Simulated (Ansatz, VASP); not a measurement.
## Si in VASP and in Ansatz

INCAR

```
SYSTEM = Si
ALGO = Normal
EDIFF = 1E-6
ENCUT = 520
GGA = CA
ISIF = 2
ISMEAR = -1
LASPH = .TRUE.
LCHARG = .FALSE.
LREAL = .FALSE.
LWAVE = .FALSE.
NBANDS = 8
NELM = 80
PREC = Accurate
SIGMA = 0.1
```

The input KPOINTS:

```
k-points
0
G
  16 16 16
  0 0 0
```

Contents of POSCAR:

```
Si
1.0
    2.2820925752      0.0000000000      0.0000000000
    0.0000000000      2.2820925752      0.0000000000
    0.0000000000      0.0000000000      2.2820925752
Si
1
Direct
    0.0000000000      0.0000000000      0.0000000000
```

Input for Ansatz:

```yaml
crystal:
  lattice:
    - [2.2820925752, 0.0, 0.0]
    - [0.0, 2.2820925752, 0.0]
    - [0.0, 0.0, 2.2820925752]
  atoms:
    - { symbol: Si, position: [0.0, 0.0, 0.0] }
kpoints:
  mp_grid: { grid: [16, 16, 16] }
scf:
  occupations: { method: fermi_dirac, width: 0.1 }
hamiltonian:
  xc: lda
  pseudopotentials: { kind: paw }
output:
  forces: true
  stress: true
  eigenvalues: true
  populations: true
```

Change from the starting cell: volume scaled by 0.76, PAW files.

Alike in both runs: task single point; functional LDA; k mesh 16 × 16 × 16; occupations fermi-dirac, width 0.1 eV; no spin polarisation.

|  | VASP | Ansatz |
| --- | --- | --- |
| version | VASP 6.6.1 | Ansatz 0.2.0 |
| potentials or method | VASP PAW LDA potentials, release 64 (Si) | PAW with Ansatz's default frozen-core files, scalar-relativistic |
| plane-wave cutoff (eV) | 520 | 420 |
| valence electrons in the cell | 4 | 4 |

VASP gave:

* pressure (GPa): 53.2

Question: Which values does Ansatz return?

Answer: Pressure (GPa): 52.9.

Caveats: so large a pressure means that the cell lies far from this level's equilibrium, or that cutoff or potentials fall short (VASP).
